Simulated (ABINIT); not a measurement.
# CuO (Tenorite) (P1) in ABINIT: convergence with nband

Aim: find how far nband must go before the results for CuO (Tenorite) settle, at PBE. This setting moves, with any that are tied to it; all else stays.

All numbers are computed with ABINIT 10.8.3 (patched build); they aren't measurements. Logs are shortened: lines on timing, memory, paths and dates and some standing lists are left out, and cuts for length are marked. The log counts tension as positive stress, the text compression.

## 1. The cell of the first run

The typed cell holds 4 atoms: a = 2.904 Å, b = 2.904 Å, c = 5.132 Å, α = 97.78°, β = 97.78°, γ = 72.32°.

The cell isn't the ideal one: atoms moved at random, drawn with an rms of 0.05 Å.

## 2. With nband 26

The input, run.abi:

```
# Pseudopotentials
pp_dirpath "./"
pseudos "Cu.GGA_PBE-JTH.xml, O.GGA_PBE-JTH.xml"

# Structure
acell 2.903984019 2.903984019 5.1321 Angstrom
rprim
     0.8073908068    -0.5900170210     0.0000000000
     0.8073908068     0.5900170210     0.0000000000
    -0.1676807457     0.0000000000     0.9858413501
ntypat 2
znucl 29 8
natom 4
typat 1 1 2 2
xcart
     1.3909888050    -1.6697562461     4.7349262019
     2.2754426672     1.5848402152    -0.0260344645
     3.0941603088     0.5744184510     7.2757675544
     3.9685271532    -0.5254070135     2.4680634077
chkprim 0
chksymtnons 0
tolsym 1.0e-6

# Plane-wave basis
ecut 26.0
pawecutdg 48.0
pawxcdev 0

# k points
kptopt 1
ngkpt 8 8 4
nshiftk 1
shiftk 0.0 0.0 0.0

# Exchange and correlation
ixc 11

# Bands and occupations
nband 26
occopt 7
tsmear 0.1 eV

# SCF cycle
nstep 100
tolvrs 1.0e-9

# Output
iomode 3
prtwf 0
prtden 0
prteig 0
prtebands 0
```

Potentials or basis: JTH PAW PBE v2.0.

Command:

```console
$ mpirun --bind-to none -np 4 abinit run.abi > log 2>&1
```

Run time: 1.9 min. Hardware: 4 MPI ranks of Arm Neoverse V1, shared host; peak memory 0.52 GiB.

It converged, with:

* Free energy: -11650.3981 eV
* Pressure: 6.4 GPa
* Largest force: 1.611 eV/Å
* Band gap on the k mesh: none (metal or under the smearing width)
* Valence electrons inside the program's atomic spheres: Cu 17.31, 17.32; O 4.51

## 3. With nband 27

run.abi, as its differences from that of step 2:

```diff
@@ -38,3 +38,3 @@
 # Bands and occupations
-nband 26
+nband 27
 occopt 7
```

Potentials or basis: JTH PAW PBE v2.0.

Command:

```console
$ mpirun --bind-to none -np 4 abinit run.abi > log 2>&1
```

It took 2.7 min on 4 MPI ranks of Arm Neoverse V1, shared host; peak memory 0.52 GiB.

Results (log left out):

```yaml
Free_energy: -11650.3981 eV
Pressure: 6.4 GPa
Largest_force: 1.611 eV/Å
Band_gap_on_the_k_mesh: none (metal or under the smearing width)
Valence_electrons_inside_the_program's_atomic_spheres: Cu 17.31, 17.32; O 4.51
```

## 4. With nband 28

run.abi, as its differences from that of step 3:

```diff
@@ -38,3 +38,3 @@
 # Bands and occupations
-nband 27
+nband 28
 occopt 7
```

Command:

```console
$ mpirun --bind-to none -np 4 abinit run.abi > log 2>&1
```

Wall time 1.8 min (4 MPI ranks of Arm Neoverse V1, shared host); peak memory 0.52 GiB.

Results (log left out):

```
Free energy                                           : -11650.3981 eV
Pressure                                              : 6.4 GPa
Largest force                                         : 1.611 eV/Å
Band gap on the k mesh                                : none (metal or under the smearing width)
Valence electrons inside the program's atomic spheres : Cu 17.31, 17.32; O 4.51
```

## 5. With nband 30

run.abi, as its differences from that of step 4:

```diff
@@ -38,3 +38,3 @@
 # Bands and occupations
-nband 28
+nband 30
 occopt 7
```

Command:

```console
$ mpirun --bind-to none -np 4 abinit run.abi > log 2>&1
```

Wall time 1.8 min (4 MPI ranks of Arm Neoverse V1, shared host); peak memory 0.52 GiB.

The run converged. Its results:

* Free energy: -11650.3981 eV
* Pressure: 6.4 GPa
* Largest force: 1.611 eV/Å
* Band gap on the k mesh: none (metal or under the smearing width)
* Valence electrons inside the program's atomic spheres: Cu 17.31, 17.32; O 4.51

## 6. With nband 34

run.abi, as its differences from that of step 5:

```diff
@@ -38,3 +38,3 @@
 # Bands and occupations
-nband 30
+nband 34
 occopt 7
```

Potentials or basis: JTH PAW PBE v2.0.

Command:

```console
$ mpirun --bind-to none -np 4 abinit run.abi > log 2>&1
```

Wall time 1.8 min (4 MPI ranks of Arm Neoverse V1, shared host); peak memory 0.52 GiB.

It converged, with:

```yaml
Free_energy: -11650.3981 eV
Pressure: 6.4 GPa
Largest_force: 1.611 eV/Å
Band_gap_on_the_k_mesh: none (metal or under the smearing width)
Valence_electrons_inside_the_program's_atomic_spheres: Cu 17.31, 17.32; O 4.51
```

## 7. With nband 40

run.abi, as its differences from that of step 6:

```diff
@@ -38,3 +38,3 @@
 # Bands and occupations
-nband 34
+nband 40
 occopt 7
```

Potentials or basis: JTH PAW PBE v2.0.

Command:

```console
$ mpirun --bind-to none -np 4 abinit run.abi > log 2>&1
```

run.abo:

```text
.Version 10.8.3 of ABINIT
 Symmetries : space group P1 (#  1); Bravais aP (primitive triclinic)
================================================================================
 Values of the parameters that define the memory need of the present run
     intxc =       0    ionmov =       0      iscf =      17    lmnmax =      18
     lnmax =       6     mgfft =      48  mpssoang =       3    mqgrid =    3001
     natom =       4  nloc_mem =       2    nspden =       1   nspinor =       1
    nsppol =       1      nsym =       1    n1xccc =       1    ntypat =       2
    occopt =       7   xclevel =       2
       mpw =        1757          nfft =       34992          nkpt =         132
Pmy_natom=         1
 PAW method is used; the additional fine FFT grid is defined by:
   mgfftf=        64    nfftf =     82944
================================================================================
================================================================================

--------------------------------------------------------------------------------
------------- Echo of variables that govern the present computation ------------
--------------------------------------------------------------------------------
 -outvars: echo values of preprocessed input variables --------
            acell      5.4877344699E+00  5.4877344699E+00  9.6982634508E+00 Bohr
              amu      6.35460000E+01  1.59994000E+01
          chkprim           0
      chksymtnons           0
             ecut      2.60000000E+01 Hartree
                       outvar_i_n : Printing only first  50 k-points.
              ixc          11
                       outvar_i_n : Printing only first  50 k-points.
         kptrlatt        8    0    0      0    8    0      0    0    4
          kptrlen      3.87930538E+01
            natom           4
            nband          40
            ngfft          27      27      48
[... 236 lines left out ...]
...

--- !EnergyTermsDC
iteration_state     : {dtset: 1, }
comment             : '"Double-counting" decomposition of free energy'
band_energy         : -4.34988185124376E+01
Ewald energy        : -2.48224143320975E+02
psp_core            :  1.52386630824321E+01
xc_dc               : -1.01074977490289E+02
PAW spherical_terms : -5.05845656545226E+01
internal            : -4.28143841895793E+02
'-kT*entropy'       : -3.90020031431440E-04
total_energy_dc     : -4.28144231915824E+02
total_energy_dc_eV  : -1.16503980636504E+04
...

--- !EnergyTermsWithPAWCore
iteration_state     : {dtset: 1, }
comment             : 'Components of total free energy, including PAW core contributions'
Total energy        : -3.46041482609150E+03
Total energy DC     : -3.46041482589119E+03
Total energy (eV)   : -9.41626844040950E+04
Total energy DC (eV): -9.41626843986441E+04
...

 Cartesian components of stress tensor (hartree/bohr^3)
  sigma(1 1)= -2.34271224E-04  sigma(3 2)= -2.61810760E-05
  sigma(2 2)= -2.22713558E-04  sigma(3 1)=  9.46591853E-05
  sigma(3 3)= -1.91797848E-04  sigma(2 1)=  3.13036234E-07

-Cartesian components of stress tensor (GPa)         [Pressure=  6.3626E+00 GPa]
- sigma(1 1)= -6.89249737E+00  sigma(3 2)= -7.70273850E-01
- sigma(2 2)= -6.55245910E+00  sigma(3 1)=  2.78496938E+00
- sigma(3 3)= -5.64288750E+00  sigma(2 1)=  9.20984397E-03

== END DATASET(S) ==============================================================
================================================================================

 -outvars: echo values of variables after computation  --------
            acell      5.4877344699E+00  5.4877344699E+00  9.6982634508E+00 Bohr
           etotal     -4.2814423192E+02
            fcart     -4.1389745159E-03  4.4299142461E-03  1.7255346178E-02
                      -2.2126823450E-02  1.0358090359E-02  1.6077755951E-02
                       1.8006014015E-02 -1.4888485225E-02 -2.0863607778E-02
                       8.2597839503E-03  1.0048061936E-04 -1.2469494351E-02
            rprim      8.0739080680E-01 -5.9001702100E-01  0.0000000000E+00
                       8.0739080680E-01  5.9001702100E-01  0.0000000000E+00
                      -1.6768074570E-01  0.0000000000E+00  9.8584135010E-01
           strten     -2.3427122407E-04 -2.2271355803E-04 -1.9179784762E-04
                      -2.6181076000E-05  9.4659185300E-05  3.1303623405E-07
           xangst      7.3607957573E-01 -8.8359695260E-01  2.5056150397E+00
                       1.2041124034E+00  8.3866132424E-01 -1.3776845302E-02
                       1.6373591212E+00  3.0396915359E-01  3.8501703790E+00
                       2.1000541289E+00 -2.7803341780E-01  1.3060429095E+00
             xred      5.0570199964E-01 -9.9960000367E-03  4.9523599965E-01
                       1.1542999973E-02  5.0101499967E-01 -2.7230000009E-03
                       4.0011799969E-01  5.7752499957E-01  7.6098799946E-01
                       5.7634699959E-01  4.1407699969E-01  2.5813999982E-01
 Calculation completed.
```

Wall time 2.1 min (4 MPI ranks of Arm Neoverse V1, shared host); peak memory 0.56 GiB.

What came out:

| Item | Value |
| --- | --- |
| Free energy | -11650.3981 eV |
| Pressure | 6.4 GPa |
| Largest force | 1.611 eV/Å |
| Band gap on the k mesh | none (metal or under the smearing width) |
| Valence electrons inside the program's atomic spheres | Cu 17.31, 17.32; O 4.51 |

## 8. Result

```
nband  energy less the tightest run, at zero smearing (meV/atom)  SCF cycles  CPU time (s)
   26                                                       0.00          27           450
   27                                                       0.00          38           640
   28                                                       0.00          24           430
   30                                                       0.00          22           430
   34                                                       0.00          20           440
   40                                                       0.00          19           490
```

Against the tightest run, the energy stays within 1 meV/atom from 26 on. The tightest run that finished is the yardstick and may itself not be fully converged.

Caveats: the run has no spin polarisation, though such a crystal can be magnetic; semilocal functionals often make such compounds metallic where correlation or magnetic order opens a gap, which also shifts bond lengths.
